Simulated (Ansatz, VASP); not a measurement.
**One calculation of Be2S, two programs**

```xyz
3
Lattice="3.3000 0.0000 0.0000 -1.6500 2.8579 0.0000 0.0000 0.0000 3.8500" Properties=species:S:1:pos:R:3 pbc="T T T"
Be    0.0000    1.9053    2.9761
Be    0.0000    1.9053    0.8740
S     0.0000    0.0000    0.0000
```

Alike in both runs: task relaxation of cell and atoms; functional PBE; k mesh 7 × 7 × 5; occupations gaussian, width 0.2 eV; no spin polarisation.

|  | VASP | Ansatz |
| --- | --- | --- |
| version | VASP 6.6.1 | Ansatz 0.2.0 |
| potentials or method | VASP PAW PBE potentials, release 64 (Be, S) | scalar-relativistic, plane waves, PAW |
| plane-wave cutoff (eV) | 600 | 420 |
| valence electrons in the cell | 10 | 10 |

VASP gave:

* gap on the k mesh at the Fermi level, each at its own relaxed structure (eV): 0.47
* relaxed volume (Å³/atom): 13.68
* relaxed cell length with the largest relative difference (Å): 3.262
* energy change over the relaxation (meV/atom): -348

Task: Estimate Ansatz's values.

Result: gap on the k mesh at the Fermi level, each at its own relaxed structure (eV): 0.47; relaxed volume (Å³/atom): 13.64; relaxed cell length with the largest relative difference (Å): 3.257; energy change over the relaxation (meV/atom): -346.

Caveats: an odd mesh through Γ misses points on the zone boundary, where band edges often lie.
